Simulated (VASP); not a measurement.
# TePb in VASP: further runs, part 2 of 2

VASP 6.6.1. Earlier steps stand in the parts before.

## Step 5: Single point, PBE

INCAR reads:

```
ALGO = Normal
EDIFF = 1E-7
ENCUT = 520
GGA = PE
ISIF = 2
ISMEAR = -1
LASPH = True
LCHARG = False
LREAL = False
LWAVE = False
NBANDS = 17
NELM = 100
PREC = Accurate
SIGMA = 0.02
```

KPOINTS reads:

```
k-points
0
Gamma
  8 8 8
```

POSCAR reads:

```
TePb
1.0
    0.0000000000      3.2678555508      3.2678555508
    3.2678555508      0.0000000000      3.2678555508
    3.2678555508      3.2678555508      0.0000000000
Te Pb
1 1
Direct
    0.5000000000      0.5000000000      0.5000000000
    0.0000000000      0.0000000000      0.0000000000
```

Potentials or basis: VASP PAW PBE potentials, release 64 (Te, Pb_d).

The run is started by

```bash
> cat potpaw_PBE.64/Te/POTCAR potpaw_PBE.64/Pb_d/POTCAR > POTCAR
> mpirun -np 1 vasp_std > vasp.out
```

OUTCAR:

```text
EDIFF = 1E-7
   ENCUT = 520
   GGA = PE
   ISIF = 2
   ISMEAR = -1
   LASPH = True
   LREAL = False
   NELM = 100
   PREC = Accurate

 ion  position               nearest neighbor table
   1  0.500  0.500  0.500-   2 3.27   2 3.27   2 3.27   2 3.27   2 3.27   2 3.27
   2  0.000  0.000  0.000-   1 3.27   1 3.27   1 3.27   1 3.27   1 3.27   1 3.27

  LATTYP: Found a face centered cubic cell.
 ALAT       =     6.5357111016

  Lattice vectors:

[... 666 lines left out ...]

------------------------ aborting loop because EDIFF is reached ----------------------------------------

  FORCE on cell =-STRESS in cart. coord.  units (eV):
  Direction    XX          YY          ZZ          XY          YZ          ZX
  --------------------------------------------------------------------------------------
  -------------------------------------------------------------------------------------
  Total        0.2524760      0.2524760      0.2524760      0.0000000      0.0000000     -0.0000000
  in kB        5.7957821      5.7957821      5.7957821      0.0000000      0.0000000     -0.0000000
  external PRESSURE =       5.7957821 kB  Pullay stress =       0.0000000 kB

 VOLUME and BASIS-vectors are now :
 -----------------------------------------------------------------------------
  energy-cutoff  :      520.00
  volume of cell :       69.79
      direct lattice vectors                 reciprocal lattice vectors
     0.000000000  3.267855551  3.267855551    -0.153005539  0.153005539  0.153005539
     3.267855551  0.000000000  3.267855551     0.153005539 -0.153005539  0.153005539
     3.267855551  3.267855551  0.000000000     0.153005539  0.153005539 -0.153005539

 POSITION                                       TOTAL-FORCE (eV/Angst)
 -----------------------------------------------------------------------------------
      3.26786      3.26786      3.26786         0.000000      0.000000     -0.000000
      0.00000      0.00000      0.00000        -0.000000     -0.000000      0.000000
 -----------------------------------------------------------------------------------
    total drift:                               -0.000000      0.000000      0.000000

  FREE ENERGIE OF THE ION-ELECTRON SYSTEM (eV)
  ---------------------------------------------------
  free  energy   TOTEN  =        -7.5209340297 eV

  energy  without entropy=       -7.5209340297  energy(sigma->0) =       -7.52093403
```

stdout:

```text
POSCAR found type information on POSCAR TePb
 POSCAR found :  2 types and       2 ions
 scaLAPACK will be used
 LDA part: xc-table for (Slater+PW92), standard interpolation
 POSCAR, INCAR and KPOINTS ok, starting setup
 FFT: planning ... GRIDC
 FFT: planning ... GRID_SOFT
 FFT: planning ... GRID
 WAVECAR not read
 entering main loop
```

Run time: 28 s. Hardware: 1 thread of Intel Xeon Platinum 8488C (Sapphire Rapids), shared host; peak memory 0.21 GiB.

Results:

```
Free energy            : -7.5209 eV
Pressure               : 0.6 GPa
Band gap on the k mesh : 0.80 eV, direct
```

Caveat: spin-orbit coupling is left out, which moves the levels of the heavy elements.

## Step 6: Single point, r2SCAN

POSCAR is that of step 5.

INCAR.step1 reads:

```
SYSTEM = TePb
  PREC = Accurate
  ENCUT = 520
  ISMEAR = 0
  SIGMA = 0.01
  LREAL = .False.
  LASPH = .True.
  NELM = 60
  NBANDS = 17
  GGA = PE
  ALGO = Normal
  EDIFF = 1E-4
  LWAVE = .True.
  LCHARG = .False.
```

INCAR.step2 reads:

```
SYSTEM = TePb
  PREC = Accurate
  ENCUT = 520
  EDIFF = 1E-6
  ISMEAR = 0
  SIGMA = 0.01
  LREAL = .False.
  LASPH = .True.
  NELM = 60
  ALGO = Normal
  ISIF = 2
  LWAVE = .False.
  LCHARG = .False.
  METAGGA = R2SCAN
  LMIXTAU = .True.
  NBANDS = 17
  ISTART = 1
```

KPOINTS reads:

```
Automatic mesh
0
Gamma
  8 8 8
  0 0 0
```

Potentials or basis: VASP PAW PBE potentials, release 64 (Te, Pb_d).

The run is started by

```bash
> cat potpaw_PBE.64/Te/POTCAR potpaw_PBE.64/Pb_d/POTCAR > POTCAR
> cp INCAR.step1 INCAR
> mpirun -np 1 vasp_std > vasp.out
> cp INCAR.step2 INCAR
> mpirun -np 1 vasp_std > vasp.out
```

OUTCAR:

```text
SYSTEM = TePb
   PREC = Accurate
   ENCUT = 520
   EDIFF = 1E-6
   ISMEAR = 0
   LREAL = .False.
   LASPH = .True.
   NELM = 60
   ISIF = 2
   METAGGA = R2SCAN
   ISTART = 1

 ion  position               nearest neighbor table
   1  0.500  0.500  0.500-   2 3.27   2 3.27   2 3.27   2 3.27   2 3.27   2 3.27
   2  0.000  0.000  0.000-   1 3.27   1 3.27   1 3.27   1 3.27   1 3.27   1 3.27

  LATTYP: Found a face centered cubic cell.
 ALAT       =     6.5357111016

  Lattice vectors:

 A1 = (   0.0000000000,   3.2678555508,   3.2678555508)
 A2 = (   3.2678555508,   0.0000000000,   3.2678555508)
 A3 = (   3.2678555508,   3.2678555508,   0.0000000000)

Analysis of symmetry for initial positions (statically):
=====================================================================
 Subroutine PRICEL returns:
 Original cell was already a primitive cell.

 Routine SETGRP: Setting up the symmetry group for a
 face centered cubic supercell.

 Subroutine GETGRP returns: Found 48 space group operations
 (whereof 48 operations were pure point group operations)
 out of a pool of 48 trial point group operations.

The static configuration has the point symmetry O_h .

Analysis of symmetry for dynamics (positions and initial velocities):
=====================================================================
 Subroutine PRICEL returns:
 Original cell was already a primitive cell.

 Routine SETGRP: Setting up the symmetry group for a
 face centered cubic supercell.

 Subroutine GETGRP returns: Found 48 space group operations
 (whereof 48 operations were pure point group operations)
 out of a pool of 48 trial point group operations.

The dynamic configuration has the point symmetry O_h .

 Subroutine INISYM returns: Found 48 space group operations
 (whereof 48 operations are pure point group operations),
 and found     1 'primitive' translations

[... 111 lines left out ...]
   IALGO  =     38    algorithm
   IMIX   =      4    mixing-type and parameters
     AMIX     =   0.40;   BMIX     =  1.00
     AMIX_MAG =   1.60;   BMIX_MAG =  1.00
  volume/ion in A,a.u.               =      34.90       235.50
  Fermi-wavevector in a.u.,A,eV,Ry     =   1.079308  2.039596 15.849499  1.164905
  Thomas-Fermi vector in A             =   2.215269
   LORBIT       =      0    0 simple, 1 ext, 2 COOP (PROOUT), +10 PAW based schemes
   METAGGA = R2SCAN    functional components
   LHFCALC =     F    Hartree Fock is set to
   AEXX    =    0.0000 exact exchange contribution
   IVDW    =     0    specifies the selected vdW correction
   LEPSILON=     F    determine dielectric tensor
   LRPA    =     F    only Hartree local field effects (RPA)
 non-spin polarized calculation
 Gauss-broadening in eV      SIGMA  =   0.01
  energy-cutoff  :      520.00
  volume of cell :       69.79
 maximum number of plane-waves:      1895
 NGX is ok and might be reduce to    36
   NGX = 17   NGY = 17   NGZ = 17

 number of electron      20.0000002 magnetization

 Free energy of the ion-electron system (eV)
  ---------------------------------------------------
  ext. energy  EPLUGINS =         0.00000000
  ---------------------------------------------------
  free energy    TOTEN  =       -82.70612693 eV

  energy without entropy =      -82.70612693  energy(sigma->0) =      -82.70612693

 E-fermi :   5.1963     XC(G=0):  -9.6526

 val. band max:        5.0668816678   @ k =   0.5000   0.0000   0.0000
 cond. band min:       6.1602437407   @ k =   0.5000   0.0000   0.0000
 fundamental gap:      1.0933620729
 Fermi energy:         5.1962784955

 k-point     1 :       0.0000    0.0000    0.0000
  band No.  band energies     occupation
      1     -12.2481      2.00000
      2     -12.2481      2.00000
      3     -12.2391      2.00000
      4     -12.2391      2.00000
      5     -12.2391      2.00000
      6      -7.1536      2.00000
[... 457 lines left out ...]
      4     -12.2287      2.00000
      5     -12.2217      2.00000
      6      -5.5462      2.00000
[... 9 lines left out ...]
     16      15.3372      0.00000
     17      15.7963      0.00000

 [... further k-points ...]

------------------------ aborting loop because EDIFF is reached ----------------------------------------

  FORCE on cell =-STRESS in cart. coord.  units (eV):
  Direction    XX          YY          ZZ          XY          YZ          ZX
  --------------------------------------------------------------------------------------
  -------------------------------------------------------------------------------------
  Total       -0.0127487     -0.0127487     -0.0127487      0.0000000      0.0000000     -0.0000000
  in kB       -0.2926567     -0.2926567     -0.2926567      0.0000000      0.0000000     -0.0000000
  external PRESSURE =      -0.2926567 kB  Pullay stress =       0.0000000 kB

 VOLUME and BASIS-vectors are now :
 -----------------------------------------------------------------------------
  energy-cutoff  :      520.00
  volume of cell :       69.79
      direct lattice vectors                 reciprocal lattice vectors
     0.000000000  3.267855551  3.267855551    -0.153005539  0.153005539  0.153005539
     3.267855551  0.000000000  3.267855551     0.153005539 -0.153005539  0.153005539
     3.267855551  3.267855551  0.000000000     0.153005539  0.153005539 -0.153005539

 POSITION                                       TOTAL-FORCE (eV/Angst)
 -----------------------------------------------------------------------------------
      3.26786      3.26786      3.26786        -0.000000      0.000000     -0.000000
      0.00000      0.00000      0.00000         0.000000     -0.000000      0.000000
 -----------------------------------------------------------------------------------
    total drift:                               -0.000000      0.000000      0.000000

  FREE ENERGIE OF THE ION-ELECTRON SYSTEM (eV)
  ---------------------------------------------------
  free  energy   TOTEN  =       -82.7061269342 eV

  energy  without entropy=      -82.7061269342  energy(sigma->0) =      -82.70612693
```

OUTCAR.step1:

```text
SYSTEM = TePb
   PREC = Accurate
   ENCUT = 520
   ISMEAR = 0
   LREAL = .False.
   LASPH = .True.
[... 702 lines left out ...]
      3.26786      3.26786      3.26786        -0.000000      0.000000      0.000000
      0.00000      0.00000      0.00000         0.000000     -0.000000     -0.000000
 -----------------------------------------------------------------------------------
    total drift:                               -0.000000      0.000000      0.000000

  FREE ENERGIE OF THE ION-ELECTRON SYSTEM (eV)
  ---------------------------------------------------
  free  energy   TOTEN  =        -7.5209286298 eV

  energy  without entropy=       -7.5209286298  energy(sigma->0) =       -7.52092863
```

OSZICAR.step1:

```text
N       E                     dE             d eps       ncg     rms          rms(c)
DAV:   1     0.154050052541E+03    0.15405E+03   -0.92004E+03   986   0.113E+03
DAV:   2     0.315426212815E+01   -0.15090E+03   -0.14649E+03  1054   0.295E+02
DAV:   3    -0.736001847319E+01   -0.10514E+02   -0.10456E+02  1261   0.847E+01
DAV:   4    -0.764671083027E+01   -0.28669E+00   -0.28655E+00  1212   0.154E+01
DAV:   5    -0.765785581380E+01   -0.11145E-01   -0.11145E-01  1389   0.280E+00    0.309E+00
DAV:   6    -0.752242057162E+01    0.13544E+00   -0.30285E-01  1431   0.371E+00    0.188E+00
DAV:   7    -0.751884936944E+01    0.35712E-02   -0.87426E-02  1229   0.139E+00    0.904E-01
DAV:   8    -0.752111932551E+01   -0.22700E-02   -0.10632E-02  1180   0.104E+00    0.159E-01
DAV:   9    -0.752088279528E+01    0.23653E-03   -0.16607E-03  1425   0.423E-01    0.689E-02
DAV:  10    -0.752092862976E+01   -0.45834E-04   -0.17446E-04  1013   0.966E-02
   1 F= -.75209286E+01 E0= -.75209286E+01  d E =-.614349E-51
```

Run time: 96 s. Hardware: 1 thread of Intel Xeon Platinum 8488C (Sapphire Rapids), shared host; peak memory 0.23 GiB.

What came out:

- Free energy: -82.7061 eV
- Pressure: 0.0 GPa
- Band gap on the k mesh: 1.09 eV, direct

Levels at points of the mesh, in eV from the valence-band top:
| k point | band 8 | band 9 | band 10 | band 11 | band 12 | band 13 |
| --- | --- | --- | --- | --- | --- | --- |
| (0.00, 0.00, 0.00) | -1.35 | -1.35 | -1.35 | 4.32 | 4.32 | 4.32 |
| (0.50, 0.00, 0.00) | -0.90 | -0.90 | 0.00 | 1.09 | 1.51 | 1.51 |
| (0.50, 0.50, 0.00) | -4.41 | -2.76 | -2.76 | 3.74 | 5.71 | 5.71 |

Caveat: the PAW data sets were made with another functional, which shifts forces and pressure a little; spin-orbit coupling is left out, which moves the levels of the heavy elements.

## Step 7: The runs side by side

```csv
level,cell,k mesh,smearing,gap on the mesh (eV),pressure (GPa)
PBE,"a = 4.621 Å, angles 60.0°, 2 atoms",4 × 4 × 4,gaussian 0.01 eV,0.80,0.6
PBE,"a = 4.661, b = 4.661, c = 4.621 Å, angles 60.3, 60.3, 59.4°, 2 atoms",4 × 4 × 4,gaussian 0.01 eV,0.82,-0.1
PBE,"a = 4.574, b = 4.621 Å, angles 59.7, 60.7, 59.7°, 2 atoms",4 × 4 × 4,gaussian 0.01 eV,0.74,1.5
PBE,"a = 4.621 Å, angles 60.0°, 2 atoms",8 × 8 × 8,fermi-dirac 0.02 eV,0.80,0.6
r2SCAN,"a = 4.621 Å, angles 60.0°, 2 atoms",8 × 8 × 8,gaussian 0.01 eV,1.09,0.0
```

Alike in all rows: task single point; potentials or basis VASP PAW PBE potentials, release 64 (Te, Pb_d); no spin polarisation; cutoff (eV) 520.

On the cell as given the gap runs from 0.80 eV (PBE) to 1.09 eV (r2SCAN); the meshes differ, which moves gaps too. The pressure there spans 0.0 GPa (r2SCAN) to 0.6 GPa (PBE); a positive pressure means that this level wants a larger cell, a negative one a smaller.

Caveats: spin-orbit coupling is left out, which moves the levels of the heavy elements; the PAW data sets were made with another functional, which shifts forces and pressure a little (some runs).

Absolute energies hang on the potentials; compare differences alone.

## Step 8: How close it comes

Step 2. Against the measured gap of TePb, 0.19 eV (direct; 4.2 K; a printed reference work, monograph), the calculated 0.80 eV is off by +0.61 eV. Spin-orbit coupling on Pb, Te is left out. The value is that of PBE on a finite k mesh, which can miss the band edges, without temperature or zero-point motion.

Step 5. Measured gap of TePb: 0.19 eV (direct; 4.2 K; a printed reference work, monograph). This calculation gives 0.80 eV (+0.61 eV). Spin-orbit coupling on Pb, Te is left out. The value is that of PBE on a finite k mesh, which can miss the band edges, without temperature or zero-point motion.

Step 6. A measured gap of TePb is 0.19 eV (direct; 4.2 K; a printed reference work, monograph); the calculated 1.09 eV misses it by +0.90 eV. Spin-orbit coupling on Pb, Te is left out. The value is that of r2SCAN on a finite k mesh, which can miss the band edges, without temperature or zero-point motion.
